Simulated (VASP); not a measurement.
# GaN: relaxation of cell and atoms with PBE

Crystal: GaN.

```xyz
4
Lattice="3.1800 0.0000 0.0000 -1.5900 2.7540 0.0000 0.0000 0.0000 5.1660" Properties=species:S:1:pos:R:3 pbc="T T T"
Ga    0.0000    1.8360    0.0000
Ga    1.5900    0.9180    2.5830
N     0.0000    1.8360    1.9373
N     1.5900    0.9180    4.5203
```

```
Program                : VASP 6.6.1
Task                   : relaxation of cell and atoms
Functional             : PBE
Potentials or basis    : VASP PAW PBE potentials, release 64 (Ga_d, N)
Cutoff                 : 520 eV
k mesh                 : 3 × 3 × 1
Occupations            : gaussian, width 0.02 eV
Spin                   : no spin polarisation
Further INCAR settings : ALGO = Fast; EDIFF = 1e-07; IBRION = 2; EDIFFG = -0.002; NSW = 80; ISIF = 3
```

The relaxed volume is 11.57 Å³/atom. The relaxed cell is a = 3.277 Å, b = 3.277 Å, c = 4.976 Å, α = 90.00°, β = 90.00°, γ = 120.00° and the space group after relaxing (to 0.05 Å) is P6_3mc (No. 186). The energy gained by relaxing is 36.0 meV/atom, the ionic steps are 14 and the pressure after relaxing is 0.0 GPa. The band gap on the k mesh is 1.59 eV, direct.

The path:
| step | energy change (eV) | largest force (eV/Å) | pressure (GPa) | volume (Å³) |
| --- | --- | --- | --- | --- |
| 1 | 0.0000 | 0.3449 | 6.18 | 45.24 |
| 2 | -0.0868 | 0.4242 | -5.19 | 48.12 |
| 3 | -0.0968 | 0.4195 | -2.64 | 47.38 |
| 4 | -0.1356 | 0.1782 | -1.07 | 46.74 |
| 5 | -0.1440 | 0.0202 | 0.26 | 46.21 |
| 6 | -0.1441 | 0.0300 | 0.20 | 46.24 |
| 7 | -0.1440 | 0.0340 | -0.22 | 46.34 |
| 8 | -0.1442 | 0.0003 | -0.03 | 46.29 |
| 9 | -0.1442 | 0.0005 | 0.03 | 46.28 |
| 10 | -0.1442 | 0.0014 | -0.04 | 46.29 |
| 11 | -0.1442 | 0.0000 | 0.04 | 46.29 |
| 12 | -0.1442 | 0.0012 | -0.04 | 46.29 |
| 13 | -0.1442 | 0.0004 | 0.02 | 46.29 |
| 14 | -0.1442 | 0.0009 | 0.00 | 46.29 |

Final structure:
```yaml
crystal:
  lattice:
    - [3.27737, 0.00000, 0.00000]
    - [-1.63868, 2.83829, 0.00000]
    - [0.00000, 0.00000, 4.97618]
  atoms:
    - { symbol: Ga, position: [0.33333, 0.66667, 0.98947] }
    - { symbol: Ga, position: [0.66667, 0.33333, 0.48947] }
    - { symbol: N, position: [0.33333, 0.66667, 0.38553] }
    - { symbol: N, position: [0.66667, 0.33333, 0.88553] }
```

Levels at points of the mesh, in eV from the valence-band top:
| k point | band 15 | band 16 | band 17 | band 18 | band 19 | band 20 | band 21 | band 22 |
| --- | --- | --- | --- | --- | --- | --- | --- | --- |
| (0.00, 0.00, 0.00) | -1.59 | -0.40 | -0.40 | 0.00 | 1.59 | 3.08 | 8.95 | 8.95 |

Run time: 27 s on 4 MPI ranks on AMD EPYC 7R13 Processor (Zen 3), with other jobs on the host, peak memory 0.09 GiB a rank.

Caveat: the k mesh is coarse (spacing up to 1.22 Å⁻¹), so the values aren't converged. Zero-point motion and thermal expansion aren't in these numbers.
